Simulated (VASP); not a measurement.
# P in VASP: settings compared

Aim: see how the results for P move with the level of theory and the settings. Levels: LDA, PBE+D3(BJ). Tasks: phonons.

All numbers are computed with VASP 6.6.1; they aren't measurements. Logs are shortened: lines on timing, memory, paths and dates and some standing lists are left out, and cuts for length are marked.

## (1) Starting point

The cell holds a slab with vacuum, 4 atoms: a = 3.268 Å, b = 4.366 Å, c = 20.131 Å, α = 90.00°, β = 90.00°, γ = 90.00°.

The slab is cut from a database's or a generator's crystal, which needn't be the stable form of the element.

## (2) Phonons, LDA

POSCAR

```
P
1.0
    3.2680905843      0.0000000000      0.0000000000
    0.0000000000      4.3657500263      0.0000000000
    0.0000000000      0.0000000000     20.1307681600
  P
     4
Direct
     1.0000000000000000    0.5814124406502368    0.4476640310211757
     0.5000000000000000    0.9185875593497632    0.4476640310211757
     0.5000000000000000    0.0814124406502367    0.5523359689788240
     0.0000000000000000    0.4185875593497633    0.5523359689788240
```

INCAR.step1

```
PREC = Accurate
ENCUT = 600
EDIFF = 1E-8
ISMEAR = 0
SIGMA = 0.03
LREAL = False
LASPH = True
NELM = 80
ALGO = Normal
ISIF = 2
LWAVE = False
LCHARG = False
GGA = CA
LATTICE_CONSTRAINTS = .TRUE. .TRUE. .FALSE.
KPAR = 2
IBRION = 2
NSW = 40
EDIFFG = -0.002
```

INCAR.step2

```
PREC = Accurate
ENCUT = 600
EDIFF = 1E-8
ISMEAR = 0
SIGMA = 0.03
LREAL = False
LASPH = True
NELM = 80
ALGO = Normal
ISIF = 2
LWAVE = False
LCHARG = False
GGA = CA
LATTICE_CONSTRAINTS = .TRUE. .TRUE. .FALSE.
KPAR = 2
IBRION = 6
NFREE = 2
POTIM = 0.015
NSW = 1
```

KPOINTS

```
regular mesh
0
Gamma
  10 8 1
```

Potentials or basis: VASP PAW LDA potentials, release 64 (P).

Launch:

```console
> cat potpaw_LDA.64/P/POTCAR > POTCAR
> cp INCAR.step1 INCAR
> mpirun -np 2 vasp_std > vasp.out
> cp CONTCAR POSCAR
> cp INCAR.step2 INCAR
> mpirun -np 2 vasp_std > vasp.out
```

OUTCAR:

```text
PREC = Accurate
   ENCUT = 600
   EDIFF = 1E-8
   ISMEAR = 0
   LREAL = False
   LASPH = True
   NELM = 80
   ISIF = 2
   GGA = CA
   IBRION = 6
   NFREE = 2
   POTIM = 0.015
   NSW = 1

 ion  position               nearest neighbor table
   1  0.000  0.581  0.448-   2 2.20   2 2.20   4 2.22
   2  0.500  0.919  0.448-   1 2.20   1 2.20   3 2.22
   3  0.500  0.081  0.552-   4 2.20   4 2.20   2 2.22
   4  0.000  0.419  0.552-   3 2.20   3 2.20   1 2.22

  LATTYP: Found a simple orthorhombic cell.
 ALAT       =     3.2680905843
 B/A-ratio  =     1.3358717923
 C/A-ratio  =     6.1597950365

  Lattice vectors:

 A1 = (   3.2680905843,   0.0000000000,   0.0000000000)
 A2 = (   0.0000000000,   4.3657500263,   0.0000000000)
 A3 = (   0.0000000000,   0.0000000000,  20.1307681600)

Analysis of symmetry for initial positions (statically):
=====================================================================
 Subroutine PRICEL returns:
 Original cell was already a primitive cell.

 Routine SETGRP: Setting up the symmetry group for a
 simple orthorhombic supercell.

 Subroutine GETGRP returns: Found  8 space group operations
 (whereof  4 operations were pure point group operations)
 out of a pool of  8 trial point group operations.

The static configuration has the point symmetry C_2h.
 The point group associated with its full space group is D_2h.

Analysis of symmetry for dynamics (positions and initial velocities):
=====================================================================
 Subroutine PRICEL returns:
 Original cell was already a primitive cell.

 Routine SETGRP: Setting up the symmetry group for a
 simple orthorhombic supercell.

 Subroutine GETGRP returns: Found  8 space group operations
 (whereof  4 operations were pure point group operations)
 out of a pool of  8 trial point group operations.

The dynamic configuration has the point symmetry C_2h.
 The point group associated with its full space group is D_2h.

 Subroutine INISYM returns: Found  8 space group operations
 (whereof  4 operations are pure point group operations),
 and found     1 'primitive' translations

----------------------------------------------------------------------------------------

                                     Primitive cell

  volume of cell :     287.2191

  direct lattice vectors                    reciprocal lattice vectors
     3.268090584  0.000000000  0.000000000     0.305989070  0.000000000  0.000000000
     0.000000000  4.365750026  0.000000000     0.000000000  0.229055716  0.000000000
     0.000000000  0.000000000 20.130768160     0.000000000  0.000000000  0.049675203

  length of vectors
     3.268090584  4.365750026 20.130768160     0.305989070  0.229055716  0.049675203

  position of ions in fractional coordinates (direct lattice)
     0.000000000  0.581412441  0.447664031
     0.500000000  0.918587559  0.447664031
     0.500000000  0.081412441  0.552335969
     0.000000000  0.418587559  0.552335969

  ion indices of the primitive-cell ions
   primitive index   ion index
                 1           1
                 2           2
                 3           3
                 4           4

----------------------------------------------------------------------------------------

 KPOINTS: regular mesh

Automatic generation of k-mesh.
 Grid dimensions read from file:
 generate k-points for:   10    8    1

 Generating k-lattice:

  Cartesian coordinates                     Fractional coordinates (reciprocal lattice)
     0.030598907  0.000000000  0.000000000     0.100000000  0.000000000  0.000000000
     0.000000000  0.028631965  0.000000000     0.000000000  0.125000000  0.000000000
     0.000000000  0.000000000  0.049675203     0.000000000  0.000000000  1.000000000

  Length of vectors
     0.030598907  0.028631965  0.049675203

  Shift w.r.t. Gamma in fractional coordinates (k-lattice)
     0.000000000  0.000000000  0.000000000

 Subroutine IBZKPT returns following result:
 ===========================================

 Found     30 irreducible k-points:

[... 44 lines left out ...]
   NELM   =     80;   NELMIN=  2; NELMDL=  0     # of ELM steps
   EDIFF  = 0.1E-07   stopping-criterion for ELM
   LREAL  =      F    real-space projection
   EDIFFG = 0.1E-06   stopping-criterion for IOM
   NSW    =     85    number of steps for IOM
   IBRION =      6    ionic relax: 0-MD 1-quasi-New 2-CG
   NFREE  =      2    steps in history (QN), initial steepest desc. (CG)
   ISIF   =      2    stress and relaxation
   ISYM   =      2    0-nonsym 1-usesym 2-fastsym
   POTIM  = 0.0150    time-step for ionic-motion
   TEBEG  =    0.0;   TEEND  =   0.0 temperature during run
   PSTRESS=    0.0 pullay stress
   NELECT =      20.0000    total number of electrons
   NUPDOWN=      -1.0000    fix difference up-down
   EMIN   =  10.00;   EMAX   =-10.00  energy-range for DOS
   EFERMI =   0.00;   METHOD = LEGACY
   ISMEAR =     0;   SIGMA  =   0.03  broadening in eV -4-tet -1-fermi 0-gaus
   EFERMI_NEDOS =   21; number of points for ismear=-14 and -15
   IALGO  =     38    algorithm
   IMIX   =      4    mixing-type and parameters
     AMIX     =   0.40;   BMIX     =  1.00
     AMIX_MAG =   1.60;   BMIX_MAG =  1.00
  volume/ion in A,a.u.               =      71.80       484.56
  Fermi-wavevector in a.u.,A,eV,Ry     =   0.673515  1.272758  6.171902  0.453622
  Thomas-Fermi vector in A             =   1.749957
   LORBIT       =      0    0 simple, 1 ext, 2 COOP (PROOUT), +10 PAW based schemes
   GGA     = CA    functional components
   LHFCALC =     F    Hartree Fock is set to
   AEXX    =    0.0000 exact exchange contribution
   IVDW    =     0    specifies the selected vdW correction
   LEPSILON=     F    determine dielectric tensor
   LRPA    =     F    only Hartree local field effects (RPA)
 finite differences with symmetry
 non-spin polarized calculation
 Gauss-broadening in eV      SIGMA  =   0.03
  energy-cutoff  :      600.00
  volume of cell :      287.22
 maximum number of plane-waves:      9638
 NGX is ok and might be reduce to    28
   NGX = 13   NGY = 17   NGZ = 81

--------------------------------------- Ionic step        1  -------------------------------------------

 number of electron      20.0000000 magnetization

 Free energy of the ion-electron system (eV)
  ---------------------------------------------------
  ext. energy  EPLUGINS =         0.00000000
  ---------------------------------------------------
  free energy    TOTEN  =       -23.76192994 eV

  energy without entropy =      -23.76192994  energy(sigma->0) =      -23.76192994

------------------------ aborting loop because EDIFF is reached ----------------------------------------

  FORCE on cell =-STRESS in cart. coord.  units (eV):
  Direction    XX          YY          ZZ          XY          YZ          ZX
  --------------------------------------------------------------------------------------
  -------------------------------------------------------------------------------------
  Total        0.0076920      0.0023362     -0.0021624      0.0000000     -0.0000000      0.0000000
  in kB        0.0429079      0.0130318     -0.0120622      0.0000000     -0.0000000      0.0000000
  external PRESSURE =       0.0146258 kB  Pullay stress =       0.0000000 kB
[... 215 lines left out ...]
--------------------------------------- Ionic step        7  -------------------------------------------

 number of electron      20.0000000 magnetization

 Free energy of the ion-electron system (eV)
  ---------------------------------------------------
  ext. energy  EPLUGINS =         0.00000000
  ---------------------------------------------------
  free energy    TOTEN  =       -23.76087528 eV

  energy without entropy =      -23.76087528  energy(sigma->0) =      -23.76087528

 E-fermi :  -1.9746     XC(G=0):  -3.1818

 val. band max:       -2.0992039802   @ k =   0.0000   0.0000   0.0000
 cond. band min:      -1.5423640705   @ k =   0.0000   0.0000   0.0000
 fundamental gap:      0.5568399097
 Fermi energy:        -1.9745806716

 k-point     1 :       0.0000    0.0000    0.0000
  band No.  band energies     occupation
      1     -17.4883      2.00000
      2     -14.7958      2.00000
      3     -11.1028      2.00000
      4      -8.0724      2.00000
      5      -7.0194      2.00000
      6      -6.5377      2.00000
      7      -5.6790      2.00000
      8      -4.1508      2.00000
      9      -3.9327      2.00000
     10      -2.0992      2.00000
     11      -1.5424      0.00000
     12      -0.6531      0.00000
     13       0.6085      0.00000
     14       1.4369      0.00000
[... 377 lines left out ...]
      1     -14.1940      2.00000
      2     -14.1554      2.00000
      3     -11.9823      2.00000
      4     -11.9717      2.00000
      5      -7.5088      2.00000
      6      -7.4873      2.00000
      7      -6.6629      2.00000
      8      -6.6625      2.00000
      9      -3.5366      2.00000
     10      -3.5118      2.00000
     11       0.2455      0.00000
     12       0.2526      0.00000
     13       1.3330      0.00000
     14       1.3549      0.00000

 [... further k-points ...]
[... 5 lines left out ...]
  --------------------------------------------------------------------------------------
  -------------------------------------------------------------------------------------
  Total       -0.0133434     -0.0348399     -0.2606199      0.0000000     -0.0065186      0.0000000
  in kB       -0.0744327     -0.1943454     -1.4538009      0.0000000     -0.0363621      0.0000000
  external PRESSURE =      -0.5741930 kB  Pullay stress =       0.0000000 kB
[... 19 lines left out ...]
  FREE ENERGIE OF THE ION-ELECTRON SYSTEM (eV)
  ---------------------------------------------------
  free  energy   TOTEN  =       -23.7608752799 eV

  energy  without entropy=      -23.7608752798  energy(sigma->0) =      -23.76087528

 INTERNAL STRAIN TENSORS FROM DISPLACED ATOMS
 ============================================

 INTERNAL STRAIN TENSOR FOR ION    1 for displacements in x,y,z  (eV/Angst):
          X           Y           Z          XY          YZ          ZX
  --------------------------------------------------------------------------------
  x     0.00000     0.00000     0.00000    13.05351     0.00000     4.33886
  y     4.69448    14.50122    -3.43463     0.00000     6.06423     0.00000
  z     1.31949     2.39037    17.69281     0.00000     0.26458     0.00000

 INTERNAL STRAIN TENSOR FOR ION    4 for displacements in x,y,z  (eV/Angst):
          X           Y           Z          XY          YZ          ZX
  --------------------------------------------------------------------------------
  x     0.00000     0.00000     0.00000   -13.05351     0.00000    -4.33886
  y    -4.69448   -14.50122     3.43463     0.00000    -6.06423     0.00000
  z    -1.31949    -2.39037   -17.69281     0.00000    -0.26458     0.00000

 Eigenvectors and eigenvalues of the dynamical matrix
 ----------------------------------------------------

   1 f  =   14.031097 THz    88.159981 2PiTHz  468.027007 cm-1    58.027927 meV
             X         Y         Z           dx          dy          dz
      0.000000  2.538301  9.011821     0.000000    0.500000   -0.000013
      1.634045  4.010324  9.011821    -0.000000   -0.500000   -0.000013
      1.634045  0.355426 11.118947     0.000000   -0.500000   -0.000013
      0.000000  1.827449 11.118947    -0.000000    0.500000   -0.000013
[... 57 lines left out ...]
  10 f  =    0.000000 THz     0.000001 2PiTHz    0.000008 cm-1     0.000001 meV
             X         Y         Z           dx          dy          dz
      0.000000  2.538301  9.011821     0.500000    0.000000    0.000000
      1.634045  4.010324  9.011821     0.500000    0.000000    0.000000
      1.634045  0.355426 11.118947     0.500000    0.000000    0.000000
      0.000000  1.827449 11.118947     0.500000    0.000000    0.000000

  11 f/i=    0.000154 THz     0.000967 2PiTHz    0.005133 cm-1     0.000636 meV
             X         Y         Z           dx          dy          dz
      0.000000  2.538301  9.011821     0.000000   -0.500000    0.000025
      1.634045  4.010324  9.011821     0.000000   -0.500000   -0.000025
      1.634045  0.355426 11.118947     0.000000   -0.500000   -0.000025
      0.000000  1.827449 11.118947     0.000000   -0.500000    0.000025

  12 f/i=    0.000365 THz     0.002294 2PiTHz    0.012178 cm-1     0.001510 meV
             X         Y         Z           dx          dy          dz
      0.000000  2.538301  9.011821     0.000000   -0.000013   -0.500000
      1.634045  4.010324  9.011821     0.000000    0.000013   -0.500000
      1.634045  0.355426 11.118947     0.000000    0.000013   -0.500000
      0.000000  1.827449 11.118947     0.000000   -0.000013   -0.500000

 ELASTIC MODULI CONTR FROM IONIC RELAXATION (kBar)
 Direction    XX          YY          ZZ          XY          YZ          ZX
 --------------------------------------------------------------------------------
 XX         -27.6967    -80.9223    -31.0202      0.0000      0.0000     -0.0000
 YY         -80.9223   -239.5435    -56.1962     -0.0000     -0.0000     -0.0000
 ZZ         -31.0202    -56.1962   -415.9430      0.0000      0.0000      0.0000
 XY           0.0000     -0.0000      0.0000   -178.3768      0.0000     -0.0000
 YZ           0.0000      0.0000      0.0000      0.0000   -142.4867      0.0000
 ZX          -0.0000     -0.0000      0.0000     -0.0000      0.0000   -102.0787
 --------------------------------------------------------------------------------
```

Run time: 6.8 min. Hardware: 2 MPI ranks of Intel Xeon 6975P-C (Granite Rapids), shared host; peak memory 0.43 GiB.

Results:

```yaml
Highest_phonon_frequency_at_Γ: 468 cm⁻¹
```

Phonon frequencies in cm⁻¹ (negative: imaginary):
| q point | frequencies |
| --- | --- |
| (0.000, 0.000, 0.000) | 0 0 0 103 190 225 366 427 430 433 456 468 |

## (3) Phonons, PBE+D3(BJ)

This run uses another cell than the first one, of 73.55 Å³/atom, 1.024 times its volume.

POSCAR

```
P
1.0
    3.2923500407      0.0000000000      0.0000000000
    0.0000000000      4.4391240723      0.0000000000
    0.0000000000      0.0000000000     20.1307681600
  P
     4
Direct
     0.0000000000000000    0.5829074213473220    0.4473896877317571
     0.5000000000000000    0.9170925786526780    0.4473896877317571
     0.5000000000000000    0.0829074213473220    0.5526103122682429
     0.0000000000000000    0.4170925786526780    0.5526103122682429
```

INCAR.step1

```
SYSTEM = P
PREC = Accurate
ENCUT = 600
EDIFF = 1E-8
ISMEAR = 0
SIGMA = 0.03
LREAL = .FALSE.
LASPH = .TRUE.
NELM = 80
ALGO = Normal
ISIF = 2
LWAVE = .FALSE.
LCHARG = .FALSE.
GGA = PE
IVDW = 12
LATTICE_CONSTRAINTS = .TRUE. .TRUE. .FALSE.
KPAR = 2
IBRION = 2
NSW = 40
EDIFFG = -0.002
```

INCAR.step2

```
SYSTEM = P
PREC = Accurate
ENCUT = 600
EDIFF = 1E-8
ISMEAR = 0
SIGMA = 0.03
LREAL = .FALSE.
LASPH = .TRUE.
NELM = 80
ALGO = Normal
ISIF = 2
LWAVE = .FALSE.
LCHARG = .FALSE.
GGA = PE
IVDW = 12
LATTICE_CONSTRAINTS = .TRUE. .TRUE. .FALSE.
KPAR = 2
IBRION = 6
NFREE = 2
POTIM = 0.015
NSW = 1
```

KPOINTS

```
regular mesh
0
G
  10 8 1
  0 0 0
```

Potentials or basis: VASP PAW PBE potentials, release 64 (P).

Launch:

```console
> cat potpaw_PBE.64/P/POTCAR > POTCAR
> cp INCAR.step1 INCAR
> mpirun -np 2 vasp_std > vasp.out
> cp CONTCAR POSCAR
> cp INCAR.step2 INCAR
> mpirun -np 2 vasp_std > vasp.out
```

OUTCAR:

```text
SYSTEM = P
   PREC = Accurate
   ENCUT = 600
   EDIFF = 1E-8
   ISMEAR = 0
   LREAL = .FALSE.
   LASPH = .TRUE.
   NELM = 80
   ISIF = 2
   GGA = PE
   IVDW = 12
   IBRION = 6
   NFREE = 2
   POTIM = 0.015
   NSW = 1
 IVDW          = 12

 ion  position               nearest neighbor table
   1  0.000  0.583  0.447-   2 2.22   2 2.22   4 2.24
   2  0.500  0.917  0.447-   1 2.22   1 2.22   3 2.24
[... 923 lines left out ...]
  z     1.19259     2.30778    17.25531     0.00000     0.39564     0.00000

 INTERNAL STRAIN TENSOR FOR ION    4 for displacements in x,y,z  (eV/Angst):
          X           Y           Z          XY          YZ          ZX
  --------------------------------------------------------------------------------
  x     0.00000     0.00000     0.00000   -12.81152     0.00000    -4.38601
  y    -4.52367   -14.35638     3.35735     0.00000    -6.10210     0.00000
  z    -1.19259    -2.30778   -17.25531     0.00000    -0.39564     0.00000

 Eigenvectors and eigenvalues of the dynamical matrix
 ----------------------------------------------------

   1 f  =   14.002289 THz    87.978977 2PiTHz  467.066091 cm-1    57.908789 meV
             X         Y         Z           dx          dy          dz
      0.000000  2.587543  9.006460     0.000000   -0.500000    0.000008
      1.646175  4.071143  9.006460    -0.000000    0.500000    0.000008
      1.646175  0.367981 11.124308     0.000000    0.500000    0.000008
      0.000000  1.851581 11.124308    -0.000000   -0.500000    0.000008
[... 71 lines left out ...]
  12 f/i=    0.000220 THz     0.001380 2PiTHz    0.007324 cm-1     0.000908 meV
             X         Y         Z           dx          dy          dz
      0.000000  2.587543  9.006460     0.000000   -0.000008   -0.500000
      1.646175  4.071143  9.006460     0.000000    0.000008   -0.500000
      1.646175  0.367981 11.124308     0.000000    0.000008   -0.500000
      0.000000  1.851581 11.124308     0.000000   -0.000008   -0.500000

 ELASTIC MODULI CONTR FROM IONIC RELAXATION (kBar)
 Direction    XX          YY          ZZ          XY          YZ          ZX
 --------------------------------------------------------------------------------
 XX         -24.6946    -74.6391    -27.5080      0.0000     -0.0000      0.0000
 YY         -74.6391   -228.0313    -53.2308      0.0000     -0.0000      0.0000
 ZZ         -27.5080    -53.2308   -398.0118      0.0000     -0.0000      0.0000
 XY           0.0000      0.0000      0.0000   -171.4278     -0.0000      0.0000
 YZ          -0.0000     -0.0000     -0.0000     -0.0000   -140.7364      0.0000
 ZX           0.0000      0.0000      0.0000      0.0000      0.0000   -101.3978
 --------------------------------------------------------------------------------
```

OSZICAR.step1:

```text
N       E                     dE             d eps       ncg     rms          rms(c)
DAV:   1     0.148210644212E+03    0.14821E+03   -0.69065E+03   840   0.113E+03
DAV:   2    -0.413658051844E+01   -0.15235E+03   -0.14589E+03  1354   0.182E+02
[... 24 lines left out ...]
       N       E                     dE             d eps       ncg     rms          rms(c)
DAV:   1    -0.214493815749E+02    0.48039E-04   -0.84627E-05   894   0.535E-02    0.635E-03
DAV:   2    -0.214493821730E+02   -0.59810E-06   -0.52345E-06  1158   0.157E-02    0.149E-03
DAV:   3    -0.214493821816E+02   -0.86302E-08   -0.16590E-07  1220   0.310E-03    0.837E-04
DAV:   4    -0.214493822030E+02   -0.21326E-07   -0.48003E-08  1008   0.137E-03    0.253E-04
DAV:   5    -0.214493822064E+02   -0.34611E-08   -0.62819E-09   552   0.566E-04
   2 F= -.22441495E+02 E0= -.22441495E+02  d E =-.148229E-05
```

Wall time 8.3 min (2 MPI ranks of Intel Xeon Platinum 8488C (Sapphire Rapids), shared host); peak memory 0.53 GiB.

Results:

| Quantity | Value |
| --- | --- |
| Highest phonon frequency at Γ | 467 cm⁻¹ |
| Dispersion energy per atom | -0.248 eV |

Phonon frequencies in cm⁻¹ (negative: imaginary):
| q point | frequencies |
| --- | --- |
| (0.000, 0.000, 0.000) | 0 0 0 119 190 225 362 424 428 429 455 467 |
